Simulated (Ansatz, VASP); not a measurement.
Two plane-wave programs on CdF2

File INCAR:

```
  ALGO = Normal
  EDIFF = 1E-6
  ENCUT = 520
  GGA = CA
  ISIF = 2
  ISMEAR = 0
  LASPH = T
  LCHARG = T
  LELF = T
  LREAL = F
  LVHAR = T
  LWAVE = F
  NBANDS = 20
  NELM = 80
  PREC = Accurate
  SIGMA = 0.05
```

KPOINTS

```
k-points
0
Gamma
  8 8 8
```

File POSCAR:

```
CdF2
1.0
    0.0000000000      2.6940000000      2.6940000000
    3.0474528000      0.0000000000      2.6940000000
    3.0474528000      2.6940000000      0.0000000000
Cd F
1 2
Direct
    0.0000000000      0.0000000000      0.0000000000
    0.2500000000      0.2500000000      0.2500000000
    0.7500000000      0.7500000000      0.7500000000
```

Input for Ansatz:

```yaml
crystal:
  lattice:
    - [0.0, 2.694, 2.694]
    - [3.0474528, 0.0, 2.694]
    - [3.0474528, 2.694, 0.0]
  atoms:
    - { symbol: Cd, position: [0.0, 0.0, 0.0] }
    - { symbol: F, position: [0.25, 0.25, 0.25] }
    - { symbol: F, position: [0.75, 0.75, 0.75] }
basis:
  ecutwfc: 420
kpoints:
  mp_grid: { grid: [8, 8, 8] }
hamiltonian:
  xc: lda
scf:
  occupations: { method: gaussian, width: 0.05 }
output:
  forces: true
  stress: true
  eigenvalues: true
```

Change from the starting cell: strain +0.1312 x Voigt [1, 0, 0, 0, 0, 0], atoms carried along.

Alike in both runs: task single point; functional LDA; k mesh 8 × 8 × 8; occupations gaussian, width 0.05 eV; no spin polarisation.

|  | VASP | Ansatz |
| --- | --- | --- |
| version | VASP 6.6.1 | Ansatz 0.2.0 |
| potentials or method | VASP PAW LDA potentials, release 64 (Cd, F) | scalar-relativistic, plane waves, PAW |
| plane-wave cutoff (eV) | 520 | 420 |
| valence electrons in the cell | 26 | 34 |

Ansatz gave:

| Property | Result |
| --- | --- |
| gap on the k mesh at the Fermi level (eV) | 2.05 |
| least direct gap on the mesh (eV) | 2.62 |
| pressure (GPa) | -14.5 |
| largest component of the traceless stress (GPa) | 8.66 |

Task: Which values does VASP return?

Result: gap on the k mesh at the Fermi level (eV): 2.04; least direct gap on the mesh (eV): 2.61; pressure (GPa): -14.1; largest component of the traceless stress (GPa): 8.55.

The two sets of potentials don't hold the same shells in valence.

A k mesh can miss the band edges.
